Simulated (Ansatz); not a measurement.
The system is Yb.

```
Yb
1.0
     3.87990    0.00000    0.00000
    -1.93995    3.36009    0.00000
     0.00000    0.00000    6.38590
Yb
2
Direct
  0.66667 0.33333 0.75000
  0.33333 0.66667 0.25000
```

This isn't the form of Yb at room conditions, which is fcc.

Base run:

| Property | Result |
| --- | --- |
| Program | Ansatz 0.2.0 |
| Functional | LDA |
| Potentials or basis | all-electron LAPW, scalar-relativistic |
| Cutoff | 171 eV (chosen from the basis error) |
| Basis error allowed | 0.001 eV/atom |
| k mesh | 8 × 8 × 4 |
| Occupations | fermi-dirac, width 0.05 eV |
| Spin | collinear spin, ferromagnetic start |
| Starting moments | [1.0, 1.0] μB |

Its results: pressure -4.4 GPa; net moment 0.00 μB per cell.

Question: The run is repeated on the same cell with these changes: functional from LDA to PBEsol. What comes out?

Answer: Pressure -3.3 GPa; net moment 0.00 μB per cell.

PBEsol binds less tightly than LDA, so the same cell stands under more pressure.

Caveats: an open f shell can end in a state above the lowest; the starting moments weren't kept.
